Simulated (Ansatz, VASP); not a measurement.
# ZnO: VASP beside Ansatz

INCAR

```
SYSTEM = ZnO
PREC = Accurate
ENCUT = 600
EDIFF = 1E-6
ISMEAR = 0
SIGMA = 0.05
LREAL = .FALSE.
LASPH = .TRUE.
NELM = 80
ALGO = Normal
ISIF = 4
LWAVE = .FALSE.
LCHARG = .FALSE.
GGA = RE
IVDW = 12
IBRION = 2
NSW = 60
EDIFFG = -0.01
```

File KPOINTS:

```
Automatic mesh
0
G
  8 8 6
  0 0 0
```

File POSCAR:

```
ZnO
1.0
    3.2140627036      0.0000000000      0.0000000000
   -1.6070313518      2.7834599506      0.0000000000
    0.0000000000      0.0000000000      5.1873844124
Zn O
2 2
Direct
    0.3333333333      0.6666666667      0.0015378783
    0.6666666667      0.3333333333      0.5015378783
    0.3333333333      0.6666666667      0.3805621217
    0.6666666667      0.3333333333      0.8805621217
```

Input for Ansatz:

```yaml
crystal:
  lattice:
    - [3.2140627036, 0.0, 0.0]
    - [-1.6070313518, 2.7834599506, 0.0]
    - [0.0, 0.0, 5.1873844124]
  atoms:
    - { symbol: Zn, position: [0.3333333333, 0.6666666667, 0.0015378783] }
    - { symbol: Zn, position: [0.6666666667, 0.3333333333, 0.5015378783] }
    - { symbol: O, position: [0.3333333333, 0.6666666667, 0.3805621217] }
    - { symbol: O, position: [0.6666666667, 0.3333333333, 0.8805621217] }
basis:
  ecutwfc: 420
  ecutrho_ratio: 4
kpoints:
  mp_grid: { grid: [8, 8, 6] }
hamiltonian:
  xc: revpbe
  dispersion: d3bj
scf:
  occupations: { method: gaussian, width: 0.05 }
output:
  forces: true
  stress: true
  eigenvalues: true
relax:
  f_tol: 0.01
  max_steps: 40
  cell: { stress_tol: 0.1, fix: [volume] }
```

Alike in both runs: task relaxation of shape and atoms at fixed volume; functional revPBE; dispersion D3(BJ); k mesh 8 × 8 × 6; occupations gaussian, width 0.05 eV; no spin polarisation.

```csv
,VASP,Ansatz
version,VASP 6.6.1,Ansatz 0.2.0
potentials or method,"VASP PAW PBE potentials, release 64 (Zn, O)","scalar-relativistic, plane waves, PAW"
plane-wave cutoff (eV),600,420
valence electrons in the cell,36,36
```

```tsv
	VASP	Ansatz	Ansatz less VASP
gap on the k mesh at the Fermi level, each at its own relaxed structure (eV)	0.88	0.90	+0.021
relaxed volume (Å³/atom)	11.60	11.60	0.000
relaxed cell length with the largest relative difference (Å)	3.214	3.214	0.0000
```

Caveats: the relaxation stopped at its first step, so nothing moved; the PAW data sets were made with another functional, which shifts forces and pressure a little (VASP).
